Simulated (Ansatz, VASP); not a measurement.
MgS: VASP beside Ansatz

POSCAR

```
MgS
1.0
    0.0000000000      2.8308747667      2.8308747667
    2.8308747667      0.0000000000      2.8308747667
    2.8308747667      2.8308747667      0.0000000000
Mg S
1 1
Direct
    0.0000000000      0.0000000000      0.0000000000
    0.7500000000      0.7500000000      0.7500000000
```

The input INCAR.step1:

```
SYSTEM = MgS
ALGO = Normal
EDIFF = 1E-4
ENCUT = 520
GGA = PE
ISMEAR = 0
LASPH = .TRUE.
LCHARG = .FALSE.
LREAL = .FALSE.
LWAVE = .TRUE.
NBANDS = 11
NELM = 100
PREC = Accurate
SIGMA = 0.01
```

File INCAR.step2:

```
SYSTEM = MgS
ALGO = Normal
EDIFF = 1E-6
ENCUT = 520
ISIF = 2
ISMEAR = 0
ISTART = 1
LASPH = .TRUE.
LCHARG = .FALSE.
LMIXTAU = .TRUE.
LREAL = .FALSE.
LWAVE = .FALSE.
METAGGA = R2SCAN
NBANDS = 11
NELM = 100
PREC = Accurate
SIGMA = 0.01
```

KPOINTS

```
k-points
0
G
  6 6 6
  0 0 0
```

Input for Ansatz:

```yaml
crystal:
  lattice:
    - [0.0, 2.8308747667, 2.8308747667]
    - [2.8308747667, 0.0, 2.8308747667]
    - [2.8308747667, 2.8308747667, 0.0]
  atoms:
    - { symbol: Mg, position: [0.0, 0.0, 0.0] }
    - { symbol: S, position: [0.75, 0.75, 0.75] }
kpoints:
  mp_grid: { grid: [6, 6, 6] }
hamiltonian:
  xc: r2scan
scf:
  occupations: { method: fixed }
  n_extra_bands: 4
output:
  forces: true
  stress: true
  eigenvalues: true
```

Alike in both runs: task single point; functional r2SCAN; k mesh 6 × 6 × 6; no spin polarisation.

```csv
,VASP,Ansatz
version,VASP 6.6.1,Ansatz 0.2.0
potentials or method,"VASP PAW PBE potentials, release 64 (Mg, S)","plane waves, PAW"
plane-wave cutoff (eV),520,500
occupations,"gaussian, width 0.01 eV",fixed
valence electrons in the cell,8,16
```

|  | VASP | Ansatz | Ansatz less VASP |
| --- | --- | --- | --- |
| gap on the k mesh at the Fermi level (eV) | 4.13 | 4.14 | +0.013 |
| pressure (GPa) | -0.3 | 0.0 | +0.29 |

The two sets of potentials don't hold the same shells in valence.

Caveats: the PAW data sets were made with another functional, which shifts forces and pressure a little (VASP). A k mesh can miss the band edges.
